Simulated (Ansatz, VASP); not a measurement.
## Two plane-wave programs on BN

The input INCAR:

```
ALGO     = Normal         # electronic algorithm
EDIFF    = 1E-6           # SCF threshold, eV
EDIFFG   = -0.01          # ionic threshold
ENCUT    = 600            # plane-wave cutoff, eV
GGA      = RE             # functional
IBRION   = 2              # ionic algorithm
ISIF     = 3              # what is computed and relaxed
ISMEAR   = -1             # smearing method
IVDW     = 13             # dispersion correction
LASPH    = True           # aspherical terms in the spheres
LCHARG   = False          # write CHGCAR
LREAL    = False          # projectors in reciprocal space
LWAVE    = False          # write WAVECAR
NELM     = 60             # most SCF steps
NSW      = 60             # ionic steps
PREC     = Accurate       # precision mode
SIGMA    = 0.05           # smearing width, eV
```

The input KPOINTS:

```
k-points
0
Gamma
  13 13 13
```

Contents of POSCAR:

```
BN
1.0
    0.0000000000      1.8130010000      1.8130010000
    1.8130010000      0.0000000000      1.8130010000
    1.8130010000      1.8130010000      0.0000000000
N B
1 1
Direct
    0.2500000000      0.2500000000      0.2500000000
    0.0000000000      0.0000000000      0.0000000000
```

File input.yaml:

```yaml
crystal:
  lattice:
    - [0.0, 1.813001, 1.813001]
    - [1.813001, 0.0, 1.813001]
    - [1.813001, 1.813001, 0.0]
  atoms:
    - { symbol: "N", position: [0.25, 0.25, 0.25] }
    - { symbol: B, position: [0.0, 0.0, 0.0] }
hamiltonian:
  xc: revpbe
  pseudopotentials: { kind: paw }
  dispersion: d4
kpoints:
  mp_grid: { grid: [13, 13, 13] }
scf:
  occupations: { method: fermi_dirac, width: 0.05 }
output:
  forces: true
  stress: true
  eigenvalues: true
  write_density: true
  write_potential: true
  elf: true
  volumetric_format: npy
relax:
  f_tol: 0.01
  max_steps: 40
  cell: { stress_tol: 0.05 }
```

The cell is a database's computed one.

Alike in both runs: task relaxation of cell and atoms; functional revPBE; dispersion D4; k mesh 13 × 13 × 13; occupations fermi-dirac, width 0.05 eV; no spin polarisation.

|  | VASP | Ansatz |
| --- | --- | --- |
| version | VASP 6.6.1 | Ansatz 0.2.0 |
| potentials or method | VASP PAW PBE potentials, release 64 (N, B) | Ansatz PAW |
| plane-wave cutoff (eV) | 600 | 420 |
| valence electrons in the cell | 8 | 8 |

|  | VASP | Ansatz | Ansatz less VASP |
| --- | --- | --- | --- |
| gap on the k mesh at the Fermi level, each at its own relaxed structure (eV) | 4.57 | 4.59 | +0.017 |
| relaxed volume (Å³/atom) | 5.81 | 5.81 | -0.001 |
| relaxed cell length with the largest relative difference (Å) | 2.542 | 2.542 | -0.0002 |
| energy change over the relaxation (meV/atom) | -5 | -5 | +0.1 |

Caveats: the PAW data sets were made with another functional, which shifts forces and pressure a little (VASP); an odd mesh through Γ misses points on the zone boundary, where band edges often lie (VASP); odd divisions of the mesh miss points on the zone boundary, where band edges often lie, so the gap on the mesh can be too wide (Ansatz); the plane-wave basis is chosen anew once the cell has moved, so the energies of steps on either side of that aren't comparable (Ansatz); the pressure holds a Pulay correction of +1.0 GPa for the finite cutoff (Ansatz); the PAW data sets come from PBE, with cores solved anew for the run's functional, which leaves a small shift of forces and pressure (Ansatz). A hybrid or GW would open this gap; revPBE tends to underestimate it.
